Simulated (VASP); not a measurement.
# MnSi (F-43m) in VASP: a series of runs

One crystal, MnSi, is run at these levels: RPBE+U, SCAN+D3+U, PBEsol+rVV10+U; tasks: relaxation of cell and atoms, optical spectrum, band structure.

Everything below comes from runs of VASP 6.6.1. Logs are shortened: lines on timing, memory, paths and dates and some standing lists are left out, and cuts for length are marked.

## (1) The crystal as given

It takes space group F-43m (No. 216, cubic). The conventional cell has a = 5.054 Å, b = 5.054 Å, c = 5.054 Å, α = 90.00°, β = 90.00°, γ = 90.00°. Around Mn (site symmetry -43m) lie 4 Si at 2.19 Å. Si (site symmetry -43m) has 4 Mn at 2.19 Å as nearest neighbours.

The cell was built by a generator and needn't be a form met in nature.

## (2) Relaxation of cell and atoms, RPBE+U, collinear spin, random start (volume scaled by 0.92)

The input, INCAR:

```
SYSTEM = MnSi
PREC = Accurate ; ENCUT = 630
EDIFF = 1E-7 ; ISMEAR = -1
SIGMA = 0.05 ; LREAL = .FALSE.
LASPH = .TRUE. ; NELM = 150
ALGO = VeryFast ; ISIF = 3
LWAVE = .FALSE. ; LCHARG = .FALSE.
ISPIN = 2 ; MAGMOM = 3.17 0
LORBIT = 11 ; LMAXMIX = 4
LDAU = .TRUE. ; LDAUTYPE = 2
LDAUL = 2 -1 ; LDAUU = 5.3 0
LDAUJ = 0 0 ; LDAUPRINT = 1
GGA = RP ; IBRION = 2
NSW = 40 ; EDIFFG = -0.005
```

The input, KPOINTS:

```
regular mesh
0
G
  6 6 6
  0 0 0
```

The input, POSCAR:

```
MnSi
1.0
    0.0000000000      2.4579504073      2.4579504073
    2.4579504073      0.0000000000      2.4579504073
    2.4579504073      2.4579504073      0.0000000000
Mn Si
1 1
Direct
    0.0000000000      0.0000000000      0.0000000000
    0.2500000000      0.2500000000      0.2500000000
```

Potentials or basis: VASP PAW PBE potentials, release 64 (Mn_GW, Si_GW).

The run is started by

```console
$ cat potpaw_PBE.64/Mn_GW/POTCAR potpaw_PBE.64/Si_GW/POTCAR > POTCAR
$ mpirun -np 1 vasp_std > vasp.out
```

OUTCAR:

```text
SYSTEM = MnSi
   PREC = Accurate
   ENCUT = 630
   EDIFF = 1E-7
   ISMEAR = -1
   LREAL = .FALSE.
   LASPH = .TRUE.
   NELM = 150
   ISIF = 3
   ISPIN = 2
   LORBIT = 11
   GGA = RP
   IBRION = 2
   NSW = 40
   EDIFFG = -0.005

 ion  position               nearest neighbor table
   1  0.000  0.000  0.000-   2 2.13   2 2.13   2 2.13   2 2.13
   2  0.250  0.250  0.250-   1 2.13   1 2.13   1 2.13   1 2.13

  LATTYP: Found a face centered cubic cell.
 ALAT       =     4.9159008146

  Lattice vectors:

 A1 = (   0.0000000000,   2.4579504073,   2.4579504073)
 A2 = (   2.4579504073,   0.0000000000,   2.4579504073)
 A3 = (   2.4579504073,   2.4579504073,   0.0000000000)

Analysis of symmetry for initial positions (statically):
=====================================================================
 Subroutine PRICEL returns:
 Original cell was already a primitive cell.

 Routine SETGRP: Setting up the symmetry group for a
 face centered cubic supercell.

 Subroutine GETGRP returns: Found 24 space group operations
 (whereof 24 operations were pure point group operations)
 out of a pool of 48 trial point group operations.

The static configuration has the point symmetry T_d .

Analysis of symmetry for dynamics (positions and initial velocities):
=====================================================================
 Subroutine PRICEL returns:
 Original cell was already a primitive cell.

 Routine SETGRP: Setting up the symmetry group for a
 face centered cubic supercell.

 Subroutine GETGRP returns: Found 24 space group operations
 (whereof 24 operations were pure point group operations)
 out of a pool of 48 trial point group operations.

The dynamic configuration has the point symmetry T_d .

Analysis of structural, dynamic, and magnetic symmetry:
=====================================================================
 Subroutine PRICEL returns:
 Original cell was already a primitive cell.

 Routine SETGRP: Setting up the symmetry group for a
 face centered cubic supercell.

 Subroutine GETGRP returns: Found 24 space group operations
 (whereof 24 operations were pure point group operations)
 out of a pool of 48 trial point group operations.

The overall configuration has the point symmetry T_d .

 Subroutine INISYM returns: Found 24 space group operations
 (whereof 24 operations are pure point group operations),
 and found     1 'primitive' translations

----------------------------------------------------------------------------------------

                                     Primitive cell

  volume of cell :      29.6995

  direct lattice vectors                    reciprocal lattice vectors
     0.000000000  2.457950407  2.457950407    -0.203421517  0.203421517  0.203421517
     2.457950407  0.000000000  2.457950407     0.203421517 -0.203421517  0.203421517
     2.457950407  2.457950407  0.000000000     0.203421517  0.203421517 -0.203421517

  length of vectors
     3.476066802  3.476066802  3.476066802     0.352336402  0.352336402  0.352336402

  position of ions in fractional coordinates (direct lattice)
     0.000000000  0.000000000  0.000000000
     0.250000000  0.250000000  0.250000000

  ion indices of the primitive-cell ions
   primitive index   ion index
                 1           1
                 2           2

----------------------------------------------------------------------------------------

[... 120 lines left out ...]
 fundamental gap:      0.0222037238
 Fermi energy:         6.3750268874

 spin component 1

 k-point     1 :       0.0000    0.0000    0.0000
  band No.  band energies     occupation
      1      -4.2919      1.00000
      2       0.7086      1.00000
      3       0.7086      1.00000
      4       0.7086      1.00000
      5       1.6508      1.00000
      6       1.6508      1.00000
      7      12.8376      0.00000
      8      12.9220      0.00000
      9      14.0024      0.00000
     10      14.3465      0.00000
     11      14.5928      0.00000
[... 470 lines left out ...]
--------------------------------------- Ionic step        2  -------------------------------------------

 number of electron      11.0000005 magnetization      -3.4389348

------------------------ aborting loop EDIFF was not reached (unconverged)  ----------------------------

  FORCE on cell =-STRESS in cart. coord.  units (eV):
  Direction    XX          YY          ZZ          XY          YZ          ZX
  --------------------------------------------------------------------------------------
  -------------------------------------------------------------------------------------
  Total       -0.4270174     -0.4270174     -0.4270174      0.0000000      0.0000000      0.0000000
  in kB      -12.4129105    -12.4129105    -12.4129105      0.0000000      0.0000000      0.0000000
  external PRESSURE =     -12.4129105 kB  Pullay stress =       0.0000000 kB
[... 23 lines left out ...]
--------------------------------------- Ionic step        3  -------------------------------------------

 number of electron      11.0000000 magnetization      -3.4365555

------------------------ aborting loop EDIFF was not reached (unconverged)  ----------------------------

  FORCE on cell =-STRESS in cart. coord.  units (eV):
  Direction    XX          YY          ZZ          XY          YZ          ZX
  --------------------------------------------------------------------------------------
  -------------------------------------------------------------------------------------
  Total        0.8754214      0.8754214      0.8754214     -0.0000000      0.0000000     -0.0000000
  in kB       28.3835076     28.3835076     28.3835076     -0.0000000      0.0000000     -0.0000000
  external PRESSURE =      28.3835076 kB  Pullay stress =       0.0000000 kB
[... 17 lines left out ...]
  FREE ENERGIE OF THE ION-ELECTRON SYSTEM (eV)
  ---------------------------------------------------
  free  energy   TOTEN  =        -9.2117266547 eV

  energy  without entropy=       -9.1899802794  energy(sigma->0) =       -9.20085347

[... ionic steps 4 to 18 ...]

--------------------------------------- Ionic step       19  -------------------------------------------

 number of electron      10.9999994 magnetization      -3.4291397

------------------------ aborting loop because EDIFF is reached ----------------------------------------
[... 61 lines left out ...]
  FREE ENERGIE OF THE ION-ELECTRON SYSTEM (eV)
  ---------------------------------------------------
  free  energy   TOTEN  =        -9.2423295055 eV

  energy  without entropy=       -9.2197585328  energy(sigma->0) =       -9.23104402

atom =   1  type =  1  l = 2

 onsite density matrix

spin component  1

  0.0914  0.0000  0.0000  0.0000 -0.0000
  0.0000  0.0914 -0.0000  0.0000  0.0000
  0.0000 -0.0000  0.0253 -0.0000 -0.0000
  0.0000  0.0000 -0.0000  0.0914 -0.0000
 -0.0000  0.0000 -0.0000 -0.0000  0.0253

spin component  2

  0.9119 -0.0000 -0.0000 -0.0000  0.0000
 -0.0000  0.9119  0.0000 -0.0000 -0.0000
 -0.0000  0.0000  0.9562  0.0000  0.0000
 -0.0000 -0.0000  0.0000  0.9119  0.0000
  0.0000 -0.0000  0.0000  0.0000  0.9562

 occupancies and eigenvectors

  o =  0.0253  v =  0.0000 -0.0000  0.9906 -0.0000  0.1371  0.0000  0.0000  0.0000  0.0000  0.0000      0.0000  0.0000  0.0000  0.0000  0.0000  0.0000  0.0000  0.0000  0.0000  0.0000
  o =  0.0253  v =  0.0000  0.0000 -0.1371  0.0000  0.9906  0.0000  0.0000  0.0000  0.0000  0.0000      0.0000  0.0000  0.0000  0.0000  0.0000  0.0000  0.0000  0.0000  0.0000  0.0000
  o =  0.0914  v =  0.0000  0.1255  0.0000  0.9921 -0.0000  0.0000  0.0000  0.0000  0.0000  0.0000      0.0000  0.0000  0.0000  0.0000  0.0000  0.0000  0.0000  0.0000  0.0000  0.0000
  o =  0.0914  v =  1.0000  0.0000  0.0000  0.0000  0.0000  0.0000  0.0000  0.0000  0.0000  0.0000      0.0000  0.0000  0.0000  0.0000  0.0000  0.0000  0.0000  0.0000  0.0000  0.0000
  o =  0.0914  v =  0.0000 -0.9921 -0.0000  0.1255  0.0000  0.0000  0.0000  0.0000  0.0000  0.0000      0.0000  0.0000  0.0000  0.0000  0.0000  0.0000  0.0000  0.0000  0.0000  0.0000
  o =  0.9119  v =  0.0000  0.0000  0.0000  0.0000  0.0000  0.0000  0.9568  0.0000 -0.2907 -0.0000      0.0000  0.0000  0.0000  0.0000  0.0000  0.0000  0.0000  0.0000  0.0000  0.0000
  o =  0.9119  v =  0.0000  0.0000  0.0000  0.0000  0.0000  1.0000  0.0000  0.0000  0.0000  0.0000      0.0000  0.0000  0.0000  0.0000  0.0000  0.0000  0.0000  0.0000  0.0000  0.0000
  o =  0.9119  v =  0.0000  0.0000  0.0000  0.0000  0.0000  0.0000 -0.2907 -0.0000 -0.9568  0.0000      0.0000  0.0000  0.0000  0.0000  0.0000  0.0000  0.0000  0.0000  0.0000  0.0000
  o =  0.9562  v =  0.0000  0.0000  0.0000  0.0000  0.0000  0.0000  0.0000  0.6393 -0.0000  0.7689      0.0000  0.0000  0.0000  0.0000  0.0000  0.0000  0.0000  0.0000  0.0000  0.0000
  o =  0.9562  v =  0.0000  0.0000  0.0000  0.0000  0.0000  0.0000 -0.0000  0.7689 -0.0000 -0.6393      0.0000  0.0000  0.0000  0.0000  0.0000  0.0000  0.0000  0.0000  0.0000  0.0000

--------------------------------------- Ionic step       21  -------------------------------------------

 number of electron      10.9999995 magnetization      -3.4301215

 Free energy of the ion-electron system (eV)
  ---------------------------------------------------
  ext. energy  EPLUGINS =         0.00000000
  ---------------------------------------------------
  free energy    TOTEN  =        -9.24237885 eV

  energy without entropy =       -9.21988236  energy(sigma->0) =       -9.23113061

 E-fermi :   1.8880     XC(G=0):  -8.5037

 val. band max:        1.8814916913   @ k =   0.5000   0.0000   0.0000
 cond. band min:       1.9038390228   @ k =  -0.3333   0.1667   0.0000
 fundamental gap:      0.0223473315
 Fermi energy:         1.8879779125

 spin component 1

 k-point     1 :       0.0000    0.0000    0.0000
  band No.  band energies     occupation
      1      -6.3840      1.00000
      2       1.8461      0.69813
      3       1.8461      0.69813
      4       1.8461      0.69813
      5       7.2564      0.00000
      6       7.2697      0.00000
      7       7.7889      0.00000
      8       8.1137      0.00000
      9       8.1729      0.00000
     10      13.2093      0.00000
     11      13.2261      0.00000
[... 464 lines left out ...]
  FREE ENERGIE OF THE ION-ELECTRON SYSTEM (eV)
  ---------------------------------------------------
  free  energy   TOTEN  =        -9.2423788515 eV

  energy  without entropy=       -9.2198823639  energy(sigma->0) =       -9.23113061

 reached required accuracy - stopping structural energy minimisation

 total charge

# of ion       s       p       d       f       tot
--------------------------------------------------
    1        0.418   0.290   4.957   0.004   5.670
    2        0.814   0.808   0.017   0.000   1.639
--------------------------------------------------
tot          1.232   1.098   4.973   0.004   7.308

 magnetization (x)

# of ion       s       p       d       f       tot
--------------------------------------------------
    1       -0.068   0.034  -4.313   0.002  -4.345
    2        0.023   0.349  -0.005   0.000   0.367
--------------------------------------------------
tot         -0.045   0.383  -4.318   0.002  -3.978
```

Wall time 7.4 min (1 thread of AMD EPYC 9R45 (Zen 5), shared host); peak memory 0.17 GiB.

These settings aren't checked as converged (typed here: k = 6 × 6 × 6; ALGO = VeryFast): the numbers below hold their error.

Results:

```
Free energy                                           : -9.2424 eV
Relaxed volume                                        : 26.51 Å³/atom
Relaxed cell                                          : a = 4.217 Å, b = 4.217 Å, c = 4.217 Å, α = 60.00°, β = 60.00°, γ = 60.00°
Space group after relaxing (to 0.05 Å)                : F-43m (No. 216)
Energy gained by relaxing                             : 1017.5 meV/atom
Ionic steps                                           : 21
Pressure after relaxing                               : 0.0 GPa
Band gap on the k mesh                                : none (metal or under the smearing width)
Net moment                                            : -3.43 μB per cell
Site moments                                          : Mn -4.34; Si +0.37 μB
Valence electrons inside the program's atomic spheres : Mn 5.67; Si 1.64
```

Caveat: the k mesh is coarse (spacing up to 0.37 Å⁻¹), so the values aren't converged; the PAW data sets were made with another functional, which shifts forces and pressure a little; the U is typed as a test and isn't derived for this compound.

[end of part 1 of 3]
